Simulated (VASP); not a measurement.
Write the native input for VASP 6.6.1 that does the following.

- Task: band structure
- Functional: HSE03
- Potentials or basis: VASP PAW PBE potentials, release 64 (Ba_sv, S)
- Cutoff: 520 eV
- k mesh: 6 × 6 × 6
- Occupations: gaussian, width 0.02 eV
- Spin: no spin polarisation
- Ladder: free
- Grid for exact exchange (PRECFOCK): Fast
- Further INCAR settings: ALGO = Normal; EDIFF = 1e-06

The system is BaS.

```xyz
2
Lattice="0.0000 3.1938 3.1938 3.1938 0.0000 3.1938 3.1938 3.1938 0.0000" Properties=species:S:1:pos:R:3 pbc="T T T"
Ba    0.0000    0.0000    0.0000
S     3.1938    3.1938    3.1938
```

The input as run:

POSCAR

```
BaS
1.0
    0.0000000000      3.1937500000      3.1937500000
    3.1937500000      0.0000000000      3.1937500000
    3.1937500000      3.1937500000      0.0000000000
Ba S
1 1
Direct
    0.0000000000      0.0000000000      0.0000000000
    0.5000000000      0.5000000000      0.5000000000
```

INCAR.step1

```
SYSTEM = BaS
PREC = Accurate
ENCUT = 520
EDIFF = 1E-5
ISMEAR = 0
SIGMA = 0.02
LREAL = .False.
LASPH = .True.
NELM = 60
ALGO = Normal
ISIF = 2
LWAVE = .True.
LCHARG = .False.
GGA = PE
KPAR = 4
```

INCAR.step2

```
SYSTEM = BaS
PREC = Accurate
ENCUT = 520
EDIFF = 1E-6
ISMEAR = 0
SIGMA = 0.02
LREAL = .False.
LASPH = .True.
NELM = 60
ALGO = Normal
ISIF = 2
LWAVE = .False.
LCHARG = .False.
GGA = PE
LHFCALC = .True.
HFSCREEN = 0.3
PRECFOCK = Fast
ISTART = 1
KPAR = 4
```

KPOINTS

```
Automatic mesh
0
Gamma
  6 6 6
  0 0 0
```

KPOINTS_OPT

```
path GXWKGLUWLK,UX
8
line-mode
reciprocal
 0.0000000000  0.0000000000  0.0000000000  G
 0.5000000000  0.0000000000  0.5000000000  X

 0.5000000000  0.0000000000  0.5000000000  X
 0.5000000000  0.2500000000  0.7500000000  W

 0.5000000000  0.2500000000  0.7500000000  W
 0.3750000000  0.3750000000  0.7500000000  K

 0.3750000000  0.3750000000  0.7500000000  K
 0.0000000000  0.0000000000  0.0000000000  G

 0.0000000000  0.0000000000  0.0000000000  G
 0.5000000000  0.5000000000  0.5000000000  L

 0.5000000000  0.5000000000  0.5000000000  L
 0.6250000000  0.2500000000  0.6250000000  U

 0.6250000000  0.2500000000  0.6250000000  U
 0.5000000000  0.2500000000  0.7500000000  W

 0.5000000000  0.2500000000  0.7500000000  W
 0.5000000000  0.5000000000  0.5000000000  L

 0.5000000000  0.5000000000  0.5000000000  L
 0.3750000000  0.3750000000  0.7500000000  K

 0.6250000000  0.2500000000  0.6250000000  U
 0.5000000000  0.0000000000  0.5000000000  X
```

Potentials or basis: VASP PAW PBE potentials, release 64 (Ba_sv, S).

Run with:

```console
$ cat potpaw_PBE.64/Ba_sv/POTCAR potpaw_PBE.64/S/POTCAR > POTCAR
$ cp INCAR.step1 INCAR
$ mpirun -np 4 vasp_std > vasp.out
$ cp INCAR.step2 INCAR
$ mpirun -np 4 vasp_std > vasp.out
```

Results of the run:

```json
{"Pressure": "1.0 GPa", "Band gap on the k mesh": "2.82 eV, indirect (least direct gap 2.97 eV)", "Band gap along the path": "2.82 eV, indirect (least direct gap 2.97 eV)"}
```

Caveat: the PAW data sets were made with another functional, which shifts forces and pressure a little; spin-orbit coupling is left out, which moves the levels of the heavy elements.

Run time: 11 min on 4 MPI ranks on Intel(R) Xeon(R) 6975P-C (Granite Rapids), on a shared host, peak memory 0.39 GiB a rank.
